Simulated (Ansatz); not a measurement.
A run of Ansatz 0.2.0 is set up as follows.

File input.yaml:

```yaml
crystal:
  lattice:
    - [2.714, 0.0, 0.0]
    - [-1.357, 2.3503929459, 0.0]
    - [0.0, 0.0, 4.41]
  atoms:
    - { symbol: Cr, position: [0.6666666667, 0.3333333333, 0.75], spin: 3.0 }
    - { symbol: Cr, position: [0.3333333333, 0.6666666667, 0.25], spin: 3.0 }
hamiltonian:
  xc: pbe
  pseudopotentials: { kind: paw }
magnetization:
  spin_polarized: true
kpoints:
  mp_grid: { grid: [11, 11, 6] }
scf:
  occupations: { method: gaussian, width: 0.027 }
output:
  forces: true
  stress: true
  eigenvalues: true
  write_density: true
  write_potential: true
  elf: true
  volumetric_format: npy
```

Potentials or basis: Ansatz PAW.

The run is started by

```sh
$ ansatz run input.yaml --threads 2 --pin off --max-ram 5632MiB --backend cpu --events-out ev --progress --plain --runs-dir out
```

Question: What does it give for the site moments?

Answer: Cr +0.80 μB.

Question: Predict the absolute moment.

Answer: 1.74 μB per cell.

Stress tensor (GPa, compression positive):
```
-26.89   0.00   0.00
  0.00 -26.89   0.00
  0.00   0.00 -22.93
```

Caveat: so large a pressure means that the cell lies far from this level's equilibrium, or that cutoff or potentials fall short.
